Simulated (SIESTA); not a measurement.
SiS2:

```
S Si
1.0
    -2.78200    4.77250    2.77600
     2.78200   -4.77250    2.77600
     2.78200    4.77250   -2.77600
S Si
4 2
Direct
  0.38180 0.70880 0.09060
  0.61820 0.29120 0.90940
  0.88180 0.79120 0.67300
  0.11820 0.20880 0.32700
  0.25000 0.25000 0.00000
  0.75000 0.75000 0.00000
```

Base run:

- Program: SIESTA 5.4.2
- Functional: LDA
- Potentials or basis: PseudoDojo 0.4 standard (LDA files)
- Basis: DZP (energy shift 0.003 Ry)
- Grid cutoff: 500 Ry
- Energy shift: 0.003 Ry
- k mesh: 7 × 7 × 7
- Occupations: fermi-dirac, width 0.05 eV
- Spin: no spin polarisation

Its results: band gap on the k mesh 2.56 eV, indirect (least direct gap 2.96 eV); pressure 0.4 GPa; largest force 0.463 eV/Å.

Q: The run is repeated on the same cell with these changes: functional from LDA to PBEsol; potentials or basis from PseudoDojo 0.4 standard (LDA files) to PseudoDojo 0.4 standard (PBEsol files). What comes out?

A: Band gap on the k mesh 2.68 eV, indirect (least direct gap 3.08 eV); pressure 2.3 GPa; largest force 0.654 eV/Å.

Caveats: the basis of atomic orbitals isn't converged, which shifts pressures, moduli and gaps.

Not every run made on this cell is shown here.
